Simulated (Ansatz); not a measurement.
# Sr: further runs on the relaxed cell

The task here is to estimate one member of a computed series from the others.

Program: Ansatz 0.2.0. Level of theory: DFT PBEsol, scalar-relativistic, plane waves, PAW. These are calculated values, not measurements.

2 further runs of the same task are left out: 2 set aside as unsound or not needed.

## The system as given

The structure is cubic, space group Fm-3m (No. 225). Conventional cell: a = 5.916 Å, b = 5.916 Å, c = 5.916 Å, α = 90.00°, β = 90.00°, γ = 90.00°. Around Sr (site symmetry m-3m) lie 12 Sr at 4.18 Å.

As a file:

```cif
data_structure
_symmetry_space_group_name_H-M 'P 1'
_symmetry_Int_Tables_number 1
_cell_length_a 4.1831
_cell_length_b 4.1831
_cell_length_c 4.1831
_cell_angle_alpha 60.000
_cell_angle_beta 60.000
_cell_angle_gamma 60.000
_cell_volume 51.76
loop_
_atom_site_label
_atom_site_type_symbol
_atom_site_fract_x
_atom_site_fract_y
_atom_site_fract_z
_atom_site_occupancy
Sr1 Sr 0.00000 0.00000 0.00000 1
```

This cell was relaxed beforehand with the same method: volume 51.76 Å³/atom, gap on the mesh none (metal).

Set-up of the first run:

input.yaml

```yaml
crystal:
  lattice:
    - [0.0, 2.9579193978, 2.9579193978]
    - [2.9579193978, 0.0, 2.9579193978]
    - [2.9579193978, 2.9579193978, 0.0]
  atoms:
    - { symbol: Sr, position: [0.0, 0.0, 0.0] }
basis:
  ecutwfc: 420
kpoints:
  mp_grid: { grid: [12, 12, 12] }
  band_path:
    path:
      - [[0.0, 0.0, 0.0], [0.5, 0.0, 0.5], [0.625, 0.25, 0.625]]
      - [[0.375, 0.375, 0.75], [0.0, 0.0, 0.0], [0.5, 0.5, 0.5], [0.5, 0.25, 0.75], [0.5, 0.0, 0.5]]
    npoints: 14
hamiltonian:
  xc: pbesol
scf:
  occupations: { method: gaussian, width: 0.1 }
  n_extra_bands: 6
output:
  forces: true
  stress: true
  eigenvalues: true
  populations: true
  dos: { projected: true, de: 0.02, nscf_kmesh: { grid: [18, 18, 18] } }
  bader: true
```

Command:

```console
ansatz run input.yaml --threads 1 --pin off --max-ram 2560MiB --backend cpu --events-out ev --progress --plain --runs-dir out
```

Steps of the session up to this table: Electronic structure at the relaxed geometry; Back to the database's cell; The cell scaled to 0.97 of its volume; Point at V/V0 = 1.03; The cell scaled to 0.94 of its volume; The cell scaled to 1.06 of its volume; The cell scaled to 0.91 of its volume; The cell scaled to 1.10 of its volume; The cell scaled to 0.88 of its volume.

One of the session's tables, all rows but one given; the rest of the session is left out.

It belongs to the step «Fit of the equation of state». 

```
volume (Å³/atom)  energy above the lowest point (meV/atom)  pressure (GPa)
          45.548                                      35.9            2.06
          47.101                                      19.0            1.44
          48.654                                       7.9            0.90
          50.207                                       1.8            0.43
          51.759                                       0.0            0.02
          53.312                                         ?               ?
          54.865                                       7.0           -0.63
          56.935                                      18.0           -0.98
```

Q: Estimate the row for volume (Å³/atom) = 53.312 from the others.

Worked estimate for «energy above the lowest point (meV/atom)». A straight line through the neighbours (51.759, 0.0) and (54.865, 7.0) gives 0.0 + (7.0 − 0.0) × (53.312 − 51.759) / (54.865 − 51.759) = 3.5; a parabola fitted to 4 rows on both sides gives 2.0.

The run gave: energy above the lowest point (meV/atom): 1.9; pressure (GPa): -0.33. In «energy above the lowest point (meV/atom)» the line misses by +1.6 and the parabola by +0.1.
